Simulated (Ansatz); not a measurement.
# A vibration from a frozen displacement in CoO

All numbers below come from DFT PBE, scalar-relativistic, plane waves, PAW in Ansatz. The runs took a 420 eV cutoff, a Γ-centred 22×22×22 mesh and Gaussian smearing (0.15 eV). Collinear spins, started from moments 2.7, 0.3 μB in atom order; the magnetic state may not be the lowest. Energies are free energies at this smearing, counted from the undisturbed cell; pressure is positive in compression.

Reference structure (as given, not relaxed at this level; it stands at -0.1 GPa):

```
CELL_PARAMETERS angstrom
-1.50800 1.50800 2.10725
1.50800 -1.50800 2.10725
1.50800 1.50800 -2.10725
ATOMIC_POSITIONS crystal
Co 0.00000 0.00000 0.00000
O 0.50000 0.50000 0.00000
```

Every Co atom is moved by x along the Cartesian unit vector (0.000, 0.000, 1.000); the cell and all other atoms stay fixed. The cell's volume is 19.17 Å³; the moved atoms weigh 58.933 u together and the others 15.999 u. Some rows repeat others by symmetry and weren't run.

```csv
x (Å),ΔE (meV/cell),total force on the moved atoms along the move (eV/Å),pressure (GPa)
-0.5000,1032.68,7.0417,34.6863
-0.4375,657.42,5.0087,25.5330
-0.3750,397.84,3.3776,17.4857
-0.2500,116.91,1.3408,6.8428
-0.1250,18.98,0.3644,1.4819
0.0000,0.00,0.0000,-0.0655
0.1250,18.98,-0.3644,1.4819
0.2500,116.91,-1.3408,6.8428
0.3750,397.84,-3.3776,17.4857
0.4375,657.42,-5.0087,25.5330
0.5000,1032.68,-7.0417,34.6863
```

Problem. What frequency belongs to this motion?

Solution. The force constant is k = −dF/dx = 2.915 eV/Å², from the parabola through x = -0.1250, 0 and 0.1250. In every cell the moved atoms swing against the rest, so the mass is μ = m₁m₂/(m₁ + m₂) = 12.583 u, and ν̃ = 521.5 cm⁻¹ × √(|k|/μ) = 251 cm⁻¹. Steps this long are already anharmonic: the energies of the same points give k = 2.429 eV/Å², so the harmonic k is uncertain by that gap or more. To first order in x, and within 1 %, the force on every atom lies along the move and, within each of the two groups, in proportion to the atom's mass, so this is itself a mode at the zone centre of this cell.

Problem. How far does the harmonic law reach?

Solution. At x = -0.500 Å, kx²/2 = 364.40 meV against the computed 1032.68 meV (+183.4 %): the well stiffens in this direction at large amplitude.

No gap shows at this level, though a semilocal functional can close a small gap that the real compound has; without a gap these slopes depend on the k mesh and the smearing.

The cobalt sublattice sits in a single well along this direction, with no sign of polar off-centring. The restoring force steepens because each displacement pushes Co towards one apical oxygen, where Pauli repulsion between the closed-shell O 2p density and the Co shell rises much faster than the opposite, stretched contact relaxes. The same imbalance probably drives the rise in pressure. Since the force slope exceeds the curvature inferred from the energies, a positive quartic term is implied, and the true harmonic frequency probably lies below 251 cm⁻¹.

That is already clearly softer than the known transverse optical mode of CoO, an antiferromagnetic insulator. The likely cause is the electronic state: the one-cobalt cell excludes antiferromagnetic order, and PBE leaves the partly filled Co 3d states metallic, which alters both the Co–O bonding and the screening of the displaced ions. Metallic screening also removes the macroscopic field that lifts the longitudinal mode in the insulator, so the result says nothing about the longitudinal–transverse splitting.
